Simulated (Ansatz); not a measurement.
# TiB2: further runs on the relaxed cell

One table from this session's results is given with a row withheld; the runs are named, their logs left out.

Method: DFT PBEsol, scalar-relativistic, plane waves, PAW, in Ansatz 0.2.0.

1 further run of the same task is left out (set aside as unsound or not needed).

## The starting structure

Symmetry: P6/mmm, No. 191, hexagonal system. The conventional cell has a = 3.017 Å, b = 3.017 Å, c = 3.186 Å, α = 90.00°, β = 90.00°, γ = 120.00°. Ti (site symmetry 6/mmm) is surrounded by 12 B at 2.36 Å. B (site symmetry -6m2) has 3 B at 1.74 Å and 6 Ti at 2.36 Å as nearest neighbours.

Structure file:

```cif
data_structure
_symmetry_space_group_name_H-M 'P 1'
_symmetry_Int_Tables_number 1
_cell_length_a 3.0172
_cell_length_b 3.0172
_cell_length_c 3.1858
_cell_angle_alpha 90.000
_cell_angle_beta 90.000
_cell_angle_gamma 120.000
_cell_volume 25.12
loop_
_atom_site_label
_atom_site_type_symbol
_atom_site_fract_x
_atom_site_fract_y
_atom_site_fract_z
_atom_site_occupancy
Ti1 Ti 0.00000 0.00000 0.00000 1
B1 B 0.33333 0.66667 0.50000 1
B2 B 0.66667 0.33333 0.50000 1
```

This cell was relaxed beforehand with the same method: volume 8.37 Å³/atom, gap on the mesh none (metal).

The first run:

The input, input.yaml:

```yaml
crystal:
  lattice:
    - [3.0172065491, 0.0, 0.0]
    - [-1.5086032746, 2.61297752, 0.0]
    - [0.0, 0.0, 3.1858007607]
  atoms:
    - { symbol: Ti, position: [0.0, 0.0, 0.0] }
    - { symbol: B, position: [0.3333333333, 0.6666666667, 0.5] }
    - { symbol: B, position: [0.6666666667, 0.3333333333, 0.5] }
basis:
  ecutwfc: 420
kpoints:
  mp_grid: { grid: [18, 18, 14] }
  band_path:
    path:
      - [[0.0, 0.0, 0.0], [0.5, 0.0, 0.0], [0.33333333, 0.33333333, 0.0], [0.0, 0.0, 0.0], [0.0, 0.0, 0.5], [0.5, 0.0, 0.5], [0.33333333, 0.33333333, 0.5], [0.0, 0.0, 0.5]]
      - [[0.5, 0.0, 0.5], [0.5, 0.0, 0.0]]
      - [[0.33333333, 0.33333333, 0.5], [0.33333333, 0.33333333, 0.0]]
    npoints: 14
hamiltonian:
  xc: pbesol
scf:
  occupations: { method: gaussian, width: 0.1 }
  n_extra_bands: 7
output:
  forces: true
  stress: true
  eigenvalues: true
  populations: true
  dos: { projected: true, de: 0.02, nscf_kmesh: { grid: [27, 27, 21] } }
  bader: true
  write_density: true
  write_potential: true
  elf: true
  volumetric_format: npy
```

The run is started by

```console
$ ansatz run input.yaml --threads 1 --pin off --max-ram 2560MiB --backend cpu --events-out ev --progress --plain --runs-dir out
```

Steps of the session up to this table: Electronic structure at the relaxed geometry; Volume × 0.97; Point at V/V0 = 1.03; Volume × 0.94; The cell scaled to 1.06 of its volume.

One of the session's tables, all rows but one given; the rest of the session is left out.

It belongs to the step «Energy against volume». 

```
volume (Å³/atom)  energy above the lowest point (meV/atom)  pressure (GPa)
           7.870                                      27.3           18.33
           8.121                                         ?               ?
           8.372                                       0.0           -0.03
           8.623                                       6.0           -7.37
           8.875                                      22.6          -13.72
```

Q: Estimate the row for volume (Å³/atom) = 8.121 from the others.

Worked estimate for «energy above the lowest point (meV/atom)». A straight line through the neighbours (7.870, 27.3) and (8.372, 0.0) gives 27.3 + (0.0 − 27.3) × (8.121 − 7.870) / (8.372 − 7.870) = 13.6; a parabola fitted to 3 rows on both sides gives 7.1.

As computed: energy above the lowest point (meV/atom): 6.4; pressure (GPa): 8.47. In «energy above the lowest point (meV/atom)» the line misses by +7.2 and the parabola by +0.7.
